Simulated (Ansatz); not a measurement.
## Energy landscape near a Cs structure

Level of theory: DFT PBE, scalar-relativistic, plane waves, PAW (Ansatz 0.2.0).

Settings: cutoff 420 eV, Γ-centred mesh 10×10×10 on the computed 1-atom cell, Gaussian smearing of 0.10 eV; no spin polarisation.

Reference cell:

```yaml
crystal:
  lattice:
    - [-3.02250, 3.02250, 3.02250]
    - [3.02250, -3.02250, 3.02250]
    - [3.02250, 3.02250, -3.02250]
  atoms:
    - { symbol: Cs, position: [0.00000, 0.00000, 0.00000] }
```

Each variant moves atoms of this cell by the vectors given, if any (Å), and then applies a symmetric strain (tensor components, Cartesian axes). The reference cell isn't relaxed at this level. Energies are per atom at zero smearing, counted from the lowest variant. Pressure is positive in compression.

1. strain (xx yy zz yz xz xy, %) 3.44 3.44 3.44 0.00 0.00 0.00
2. strain (xx yy zz yz xz xy, %) 0.93 0.93 0.93 0.00 0.00 0.00
3. strain (xx yy zz yz xz xy, %) -1.25 -1.25 -1.25 0.00 0.00 0.00
4. strain (xx yy zz yz xz xy, %) -4.48 -3.79 -3.67 -0.43 -0.43 -0.31
5. strain (xx yy zz yz xz xy, %) -1.68 -1.17 -2.64 0.46 -2.00 0.10
6. strain (xx yy zz yz xz xy, %) -1.49 -1.49 -1.49 0.00 0.00 0.00

```tsv
variant	ΔE (meV/atom)	P (GPa)	space group
1	0.5	-0.08	Im-3m
2	0.0	0.06	Im-3m
3	6.2	0.22	Im-3m
4	24.3	0.47	P-1
5	9.6	0.27	P-1
6	7.3	0.24	Im-3m
```